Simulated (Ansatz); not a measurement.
**Ti₂O: why energy differences converge before total energies**

These are results of DFT PBEsol, scalar-relativistic, plane waves, PAW (Ansatz), not measurements.

```yaml
crystal:
  lattice:
    - [2.91940, 0.00000, 0.00000]
    - [-1.45970, 2.52827, 0.00000]
    - [0.00000, 0.00000, 4.71300]
  atoms:
    - { symbol: Ti, position: [0.66667, 0.33333, 0.27874] }
    - { symbol: Ti, position: [0.33333, 0.66667, 0.72126] }
    - { symbol: O, position: [0.00000, 0.00000, 0.00000] }
```

```
Γ-centred k-mesh : 18×18×10
occupation rule  : Gaussian smearing, 0.1 eV
spin treatment   : unpolarised
```

A second cell has all atoms moved and the lattice slightly strained:

```yaml
crystal:
  lattice:
    - [2.94328, 0.02011, -0.04661]
    - [-1.45422, 2.53338, 0.03888]
    - [-0.07524, 0.02903, 4.70725]
  atoms:
    - { symbol: Ti, position: [0.67555, 0.33483, 0.28285] }
    - { symbol: Ti, position: [0.32495, 0.66150, 0.71020] }
    - { symbol: O, position: [0.00146, 0.98410, 0.99723] }
```

It ran on a 12×12×6 mesh, another than the first cell's, which shifts the difference by nearly the same amount at every cutoff. Both were run at several values of the cutoff; energies per atom at zero smearing, errors against the largest value (600 eV), which isn't proved converged itself.

| cutoff | error, first cell (meV) | error, second cell (meV) |
| --- | --- | --- |
| 200 eV | 5577.16 | 5619.07 |
| 250 eV | 1337.27 | 1342.14 |
| 300 eV | 256.68 | 253.84 |
| 350 eV | 38.63 | 38.57 |
| 420 eV | 2.94 | 2.98 |

Problem. At the largest value the second cell lies 49.65 meV/atom above the first. What is the error of that difference at each value, and where does each quantity come within 1 meV/atom?

Solution. The error of the difference is the second cell's error less the first's:
| cutoff | difference (meV) | its error (meV) |
| --- | --- | --- |
| 200 eV | 91.56 | 41.91 |
| 250 eV | 54.52 | 4.86 |
| 300 eV | 46.81 | -2.84 |
| 350 eV | 49.59 | -0.06 |
| 420 eV | 49.69 | 0.04 |

No value below the largest brings the first cell's total energy within 1 meV/atom, while the difference is there from 350 eV on. Most of the error cancels, by a factor of about 133 in the median. A missing short wave mostly misdescribes the region near each nucleus, which both cells share; what doesn't cancel comes largely from the change of volume and bonding.

The total energies fall steadily as the cutoff rises, as the variational principle leads one to expect when a basis is enlarged. Their difference has no such bound: its error changes sign twice, from 4.86 to -2.84 meV between 250 and 300 eV and again, at a negligible size, above 350 eV. A small error at a single cutoff could therefore be a chance crossing of zero, and it is the agreement between 350 and 420 eV that makes the convergence credible.

The slow convergence of the totals probably stems from the compact O 2p and Ti 3d states, which have no inner node of the same angular momentum to spread them outwards and so need short waves. Moderate displacements alter their tails and hybridisation far more than their shape close to the nucleus, hence the strong cancellation. It should be weaker between structures that differ more in volume or bonding, and it fails for reactions in which the atoms are not matched in kind and number. Converged stresses don't follow from this test.
